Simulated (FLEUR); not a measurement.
# Ag (Fm-3m) in FLEUR: notebook, part 2 of 2

FLEUR MaX-R8.1 (later development tree). Earlier steps stand in the parts before.

## Step 3: Equation of state, PBE, 16.03 Å³/atom (volume scaled by 0.94)

inp.xml

```xml
<?xml version="1.0" encoding="UTF-8" standalone="no"?>
<fleurInput fleurInputVersion="0.39">
   <comment>
      Ag                                                                                                  
   </comment>
   <calculationSetup>
      <cutoffs Kmax="4.5" Gmax="22.5" GmaxXC="22.5" numbands="0"/>
      <scfLoop itmax="60" minDistance="0.00001" maxIterBroyd="15" imix="Anderson" alpha="0.05" precondParam="0.0" spinf="2.0" sdNocoIR="T"/>
      <coreElectrons ctail="T" frcor="F" kcrel="0" coretail_lmax="0"/>
      <xcFunctional name="pbe" relativisticCorrections="F"/>
      <magnetism jspins="1"/>
      <soc l_soc="F" theta="0.0" phi="0.0" spav="F"/>
      <expertModes spex="0" secvar="F"/>
      <geometryOptimization l_f="F" forcealpha="1.0" forcemix="BFGS" epsdisp="0.00001" epsforce="0.00001"/>
      <ldaU l_linMix="F" mixParam="0.05" spinf="1.0"/>
   </calculationSetup>
   <cell>
      <bzIntegration valenceElectrons="19.0" mode="hist" fermiSmearingEnergy="0.00183747">
         <kPointListSelection listName="default-1"/>
         <!-- k-points included here -->
         <xi:include xmlns:xi="http://www.w3.org/2001/XInclude" href="kpts.xml"> </xi:include>
      </bzIntegration>
      <!-- symmetry operations included here -->
      <xi:include xmlns:xi="http://www.w3.org/2001/XInclude" href="sym.xml"> </xi:include>
      <bulkLattice scale="0.9795861087">
         <bravaisMatrix>
            <row-1>    0.0000000000000000     3.8602380410266495     3.8602380410266495</row-1>
            <row-2>    3.8602380410266495     0.0000000000000000     3.8602380410266495</row-2>
            <row-3>    3.8602380410266495     3.8602380410266495     0.0000000000000000</row-3>
         </bravaisMatrix>
      </bulkLattice>
   </cell>
   <atomSpecies>
      <species name="Silver (Ag)" element="Ag" atomicNumber="47">
         <mtSphere radius="2.48" gridPoints="837" logIncrement="0.015"/>
         <atomicCutoffs lmax="10" lnonsphr="8"/>
         <electronConfig flipSpins="F">
            <coreConfig>(1s1/2) (2s1/2) (2p1/2) (2p3/2) (3s1/2) (3p1/2) (3p3/2) (3d3/2) (3d5/2)</coreConfig>
            <valenceConfig>(4s1/2) (4p1/2) (4p3/2) (5s1/2) (4d3/2) (4d5/2)</valenceConfig>
            <stateOccupation state="(5s1/2)" spinUp="0.500000" spinDown="0.500000"/>
         </electronConfig>
         <energyParameters s="5" p="5" d="4" f="4"/>
         <lo type="SCLO" l="0" n="4" eDeriv="0"/>
         <lo type="SCLO" l="1" n="4" eDeriv="0"/>
         <lo type="SCLO" l="1" n="4" eDeriv="1"/>
         <lo type="SCLO" l="2" n="4" eDeriv="2"/>
         <lo type="SCLO" l="3" n="4" eDeriv="2"/>
      </species>
   </atomSpecies>
   <atomGroups>
      <atomGroup species="Silver (Ag)">
         <relPos label="                   1">.0000000000 .0000000000 .0000000000</relPos>
         <force calculate="T" relaxXYZ="TTT"/>
      </atomGroup>
   </atomGroups>
   <output dos="F" band="F" slice="F">
      <checks vchk="F" cdinf="F"/>
      <bandDOS minEnergy="-.5*Htr" maxEnergy="0.5*Htr" sigma="0.015" storeEVData="T"/>
      <vacuumDOS vacdos="F" integ="F" star="F" nstars="0" locx1="0.0" locy1="0.0" locx2="0.0" locy2="0.0" nstm="0" tworkf="0.0"/>
      <unfoldingBand unfoldBand="F" supercellX="1" supercellY="1" supercellZ="1"/>
      <plotting iplot="0" polar="F">
         <plot TwoD="T" vec1="  1.0  0.0  0.0" vec2="  0.0  1.0  0.0" vec3="  0.0  0.0  1.0" zero="  0.0  0.0  0.0" file="plot"/>
      </plotting>
      <chargeDensitySlicing numkpt="0" minEigenval="0.0" maxEigenval="0.0" nnne="0" pallst="F"/>
      <specialOutput eonly="F"/>
      <moessbauerParams electricFieldGradient="T" isomerShift="T" coreHyperfine="T" valenceHyperfine="T"/>
      <magneticCircularDichroism mcd="F" energyLo="-10.0" energyUp="0.0"/>
   </output>
  <!-- We include the file relax.xml here to enable relaxations (see documentation) -->
  <xi:include xmlns:xi="http://www.w3.org/2001/XInclude" href="relax.xml"> <xi:fallback/> </xi:include>
</fleurInput>
```

Potentials or basis: all-electron, FLAPW.

Command:

```console
$ inpgen -f crystal.txt -profile moderate
$ # inp.xml edited to the form shown
$ fleur_MPI
```

Output:

```text
Welcome to FLEUR        (www.flapw.de)
      MaX-Release 8.1          (www.max-centre.eu)

 ========== k-point set info ==========
 Selected k-point list: default-1
 k-point list type: mesh
 11 x 11 x 11
 Number of k points: 56

 ------------Calculation Setup---------------------------
 Number of MPI-tasks      :            1
 Number of PE/node        :            1
 Number of OMP-threads    :            1
 Most efficient MPI parallelization for:
           1           2           4           7           8          14          28          56
 Additional eigenvalue parallelization possible
 Number of basis functions:          209
 Approximate size of matrices (H+S) per k-point:         0.001 GB
 --------------------------------------------------------
 Iteration:     1   Distance:      11.68538248 me/bohr^3
 Iteration:     2   Distance:      10.02694133 me/bohr^3
 Iteration:     3   Distance:       3.90776233 me/bohr^3
 Iteration:     4   Distance:       1.98217189 me/bohr^3
 Iteration:     5   Distance:       1.22449142 me/bohr^3
 Iteration:     6   Distance:       0.15181345 me/bohr^3
 Iteration:     7   Distance:       0.11294504 me/bohr^3
 Iteration:     8   Distance:       0.00470698 me/bohr^3
 Iteration:     9   Distance:       0.00174859 me/bohr^3
 Iteration:    10   Distance:       0.00044248 me/bohr^3
 Iteration:    11   Distance:       0.00001601 me/bohr^3
 Iteration:    12   Distance:       0.00001958 me/bohr^3
 Iteration:    13   Distance:       0.00000046 me/bohr^3

 ********************************************************************
 Run finished successfully
 Stop message:
   all done
 ********************************************************************
```

out.xml (last iteration):

```text
<iteration numberForCurrentRun="   13" overallNumber="   13">
         <energyParameters units="Htr">
            <atomicEP atomType="1" spin="1" branch="5s" branchLowest="-2.97" branchHighest="1.66" value="0.2952813814"/>
            <atomicEP atomType="1" spin="1" branch="5p" branchLowest="-1.61" branchHighest="2.34" value="0.4405607382"/>
            <atomicEP atomType="1" spin="1" branch="4d" branchLowest="-12.65" branchHighest="0.39" value="0.2503096529"/>
            <atomicEP atomType="1" spin="1" branch="4f" branchLowest="-9.99" branchHighest="2.40" value="0.7457312316"/>
            <loAtomicEP atomType="1" spin="1" branch="4s" branchLowest="-24.59" branchHighest="-2.97" value="-2.9737528927"/>
            <loAtomicEP atomType="1" spin="1" branch="4p" branchLowest="-19.95" branchHighest="-1.61" value="-1.6364839053"/>
            <loAtomicEP atomType="1" spin="1" branch="4p" branchLowest="-19.95" branchHighest="-1.61" value="-1.6364839053"/>
            <loAtomicEP atomType="1" spin="1" branch="4d" branchLowest="-12.65" branchHighest="0.39" value="0.2437027213"/>
            <loAtomicEP atomType="1" spin="1" branch="4f" branchLowest="-9.99" branchHighest="2.40" value="0.7457330082"/>
         </energyParameters>
         <eigenvalues>
[... 63 lines left out ...]
            </sumOfEigenvalues>
            <densityCoulombPotentialIntegral value="-8545.0155640821"/>
            <densityEffectivePotentialIntegral value="-8740.0761582368"/>
            <chargeDenXCDenIntegral value="-149.5235709822"/>
            <FockExchangeEnergyValence value="0.0000000000"/>
            <FockExchangeEnergyCore value="0.0000000000"/>
            <atomTypeDependentContributions atomType="1">
               <electronNucleiInteractionDifferentMTs value="6438.4186801190"/>
               <MadelungTerm value="-21.0875591000"/>
            </atomTypeDependentContributions>
            <tkbTimesEntropy value="0.0000643048"/>
            <freeEnergy value="-5317.3058326201"/>
            <extrapolationTo0K value="-5317.3058004677"/>
         </totalEnergy>
         <densityConvergence units="me/bohr^3">
            <chargeDensity spin="1" distance="0.0000004638"/>
         </densityConvergence>
      </iteration>
```

It took 15 s on 1 thread of Arm Neoverse V2, shared host; peak memory 0.08 GiB.

What came out:

```
Free energy                                           : -144691.2628 eV
Band gap on the k mesh                                : none (metal or under the smearing width)
Valence electrons inside the program's atomic spheres : Ag 17.78 (radii Ag 2.48 bohr)
```

## Step 4: Equation of state, PBE, 16.37 Å³/atom (volume scaled by 0.96)

Changes to inp.xml since step 3:

```diff
@@ -24,3 +24,3 @@
       <xi:include xmlns:xi="http://www.w3.org/2001/XInclude" href="sym.xml"> </xi:include>
-      <bulkLattice scale="0.9795861087">
+      <bulkLattice scale="0.9864848297">
          <bravaisMatrix>
```

Command:

```console
$ inpgen -f crystal.txt -profile moderate
$ # inp.xml edited to the form shown
$ fleur_MPI
```

Wall time 16 s (1 thread of Arm Neoverse V2, shared host); peak memory 0.08 GiB.

The run converged. Its results:

| Item | Value |
| --- | --- |
| Free energy | -144691.2870 eV |
| Band gap on the k mesh | none (metal or under the smearing width) |
| Valence electrons inside the program's atomic spheres | Ag 17.75 (radii Ag 2.48 bohr) |

## Step 5: Equation of state, PBE, 17.05 Å³/atom

Changes to inp.xml since step 4:

```diff
@@ -24,3 +24,3 @@
       <xi:include xmlns:xi="http://www.w3.org/2001/XInclude" href="sym.xml"> </xi:include>
-      <bulkLattice scale="0.9864848297">
+      <bulkLattice scale="1.0000000000">
          <bravaisMatrix>
```

Command:

```console
$ inpgen -f crystal.txt -profile moderate
$ # inp.xml edited to the form shown
$ fleur_MPI
```

Wall time 16 s (1 thread of Arm Neoverse V2, shared host); peak memory 0.08 GiB.

The run converged. Its results:

| Quantity | Value |
| --- | --- |
| Free energy | -144691.3166 eV |
| Band gap on the k mesh | none (metal or under the smearing width) |
| Valence electrons inside the program's atomic spheres | Ag 17.71 (radii Ag 2.48 bohr) |

## Step 6: Equation of state, PBE, 17.73 Å³/atom (volume scaled by 1.04)

Changes to inp.xml since step 5:

```diff
@@ -24,3 +24,3 @@
       <xi:include xmlns:xi="http://www.w3.org/2001/XInclude" href="sym.xml"> </xi:include>
-      <bulkLattice scale="1.0000000000">
+      <bulkLattice scale="1.0131594038">
          <bravaisMatrix>
```

Potentials or basis: all-electron, FLAPW.

Command:

```console
$ inpgen -f crystal.txt -profile moderate
$ # inp.xml edited to the form shown
$ fleur_MPI
```

Run time: 16 s. Hardware: 1 thread of Arm Neoverse V2, shared host; peak memory 0.08 GiB.

Results (log left out):

```
Free energy                                           : -144691.3264 eV
Band gap on the k mesh                                : none (metal or under the smearing width)
Valence electrons inside the program's atomic spheres : Ag 17.68 (radii Ag 2.48 bohr)
```

## Step 7: Equation of state, PBE, 18.07 Å³/atom (volume scaled by 1.06)

Changes to inp.xml since step 6:

```diff
@@ -24,3 +24,3 @@
       <xi:include xmlns:xi="http://www.w3.org/2001/XInclude" href="sym.xml"> </xi:include>
-      <bulkLattice scale="1.0131594038">
+      <bulkLattice scale="1.0196128224">
          <bravaisMatrix>
```

Command:

```console
$ inpgen -f crystal.txt -profile moderate
$ # inp.xml edited to the form shown
$ fleur_MPI
```

Wall time 16 s (1 thread of Arm Neoverse V2, shared host); peak memory 0.08 GiB.

It converged, with:

```yaml
Free_energy: -144691.3254 eV
Band_gap_on_the_k_mesh: none (metal or under the smearing width)
Valence_electrons_inside_the_program's_atomic_spheres: Ag 17.66 (radii Ag 2.48 bohr)
```

## Step 8: Equation of state, PBE

This step only gathers the single runs of the series.

What came out:

```yaml
Equilibrium_volume: 17.80 Å³/atom
Bulk_modulus: 90 GPa
Pressure_derivative_of_the_bulk_modulus: "6.2 (rough: it moves with the points fitted)"
```

Energy against volume, from the lowest point:
| volume (Å³/atom) | energy (meV/atom) |
| --- | --- |
| 16.025 | 63.64 |
| 16.366 | 39.48 |
| 17.048 | 9.81 |
| 17.730 | 0.00 |
| 18.071 | 1.04 |

PBE usually gives volumes a little too large and moduli too small. Zero-point motion and thermal expansion aren't in these numbers.
